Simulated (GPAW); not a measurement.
Cu:

```xyz
2
Lattice="0.0000 -1.8075 -1.8075 -1.8075 0.0000 -1.8075 1.8075 1.8075 -3.6150" Properties=species:S:1:pos:R:3 pbc="T T T"
Cu   -0.0175    0.0224   -3.5952
Cu   -1.7900   -0.0224   -1.8273
```

The cell isn't the ideal one: all atoms moved at random, sigma 0.05 Å a component.

```yaml
Program: GPAW 26.7.0
Task: relaxation of the atoms
Functional: BLYP
Potentials_or_basis: PAW data sets generated in the run's folder for this functional
Cutoff: 600 eV
Basis: pw
k_mesh: 10 × 10 × 6
Occupations: fermi-dirac, width 0.05 eV
Spin: no spin polarisation
```

At the start: volume 11.81 Å³/atom.

Problem. Where does the relaxation end?

Solution. Over 6 steps the energy falls by 2.3 meV/atom; space group Fm-3m (No. 225, to 0.05 Å).

The path:
```
step  energy change (eV)  largest force (eV/Å)
   1              0.0000                0.1673
   2             -0.0007                0.1423
   3             -0.0029                0.0857
   4             -0.0031                0.0850
   5             -0.0044                0.0516
   6             -0.0045                0.0193
```

Final structure:
```
Cu
1.0
     0.00000   -1.80750   -1.80750
    -1.80750    0.00000   -1.80750
     1.80750    1.80750   -3.61500
Cu
2
Direct
  0.50003 0.49995 0.50031
  0.99997 0.00005 0.99969
```

Caveat: with this Cu data set, volumes or pressures lay over 1.5 % or 2 GPa off other programs in two to four cells of ten; later steps reuse the first step's grids.
